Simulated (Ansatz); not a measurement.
# TaAs: the cost of one run

Program: Ansatz 0.2.0. Level of theory: DFT PBE, scalar-relativistic, plane waves, PAW. These are calculated values, not measurements.

2 further runs of the same task are left out: 2 set aside as unsound or not needed.

## Step 1: Starting point

It takes space group I4_1md (No. 109, tetragonal). Conventional cell: a = 3.463 Å, b = 3.463 Å, c = 11.735 Å, α = 90.00°, β = 90.00°, γ = 90.00°. Ta (site symmetry 2mm) has 6 As at 2.62 to 2.63 Å as nearest neighbours. As (site symmetry 2mm) is surrounded by 6 Ta at 2.62 to 2.63 Å.

As a file:

```xyz
4
Lattice="-1.7314 1.7314 5.8673 1.7314 -1.7314 5.8673 1.7314 1.7314 -5.8673" Properties=species:S:1:pos:R:3 pbc="T T T"
Ta    1.7314    0.0000    5.8693
Ta    0.0000    0.0000    8.8030
As    1.7314    0.0000    0.9672
As    0.0000    0.0000    3.9009
```

It goes back to an entry of the Materials Project.

This cell was relaxed beforehand with the same method: volume 17.59 Å³/atom, gap on the mesh none (metal).

## Step 2: Bands, states and charges

input.yaml reads:

```yaml
crystal:
  lattice:
    - [-1.7314485851, 1.7314485851, 5.8672939477]
    - [1.7314485851, -1.7314485851, 5.8672939477]
    - [1.7314485851, 1.7314485851, -5.8672939477]
  atoms:
    - { symbol: Ta, position: [0.5001741996, 1.0001741996, 0.5] }
    - { symbol: Ta, position: [0.7501741996, 0.7501741996, 0.0] }
    - { symbol: As, position: [0.0824252204, 0.5824252204, 0.5] }
    - { symbol: As, position: [0.3324252204, 0.3324252204, 0.0] }
basis:
  ecutwfc: 420
kpoints:
  mp_grid: { grid: [18, 18, 18] }
  band_path:
    path:
      - [[0.0, 0.0, 0.0], [0.0, 0.0, 0.5], [0.25, 0.25, 0.25], [0.0, 0.5, 0.0], [0.0, 0.0, 0.0], [0.5, 0.5, -0.5], [0.27177126, 0.72822874, -0.27177126]]
      - [[-0.27177126, 0.27177126, 0.27177126], [0.0, 0.0, 0.0]]
      - [[0.0, 0.0, 0.5], [-0.04354252, 0.04354252, 0.5]]
      - [[0.5, 0.5, -0.04354252], [0.5, 0.5, -0.5]]
    npoints: 14
hamiltonian:
  xc: pbe
scf:
  occupations: { method: gaussian, width: 0.1 }
  n_extra_bands: 10
output:
  forces: true
  stress: true
  eigenvalues: true
  populations: true
  dos: { projected: true, de: 0.02, nscf_kmesh: { grid: [27, 27, 27] } }
  bader: true
```

Launch:

```console
ansatz run input.yaml --threads 1 --pin off --max-ram 2560MiB --backend cpu --events-out ev --progress --plain --runs-dir out
```

Q: Estimate wall time and peak memory on 1 thread of Intel Xeon at 2.70GHz, shared host.

About 8.6 min, with a peak of 2.2 GiB.
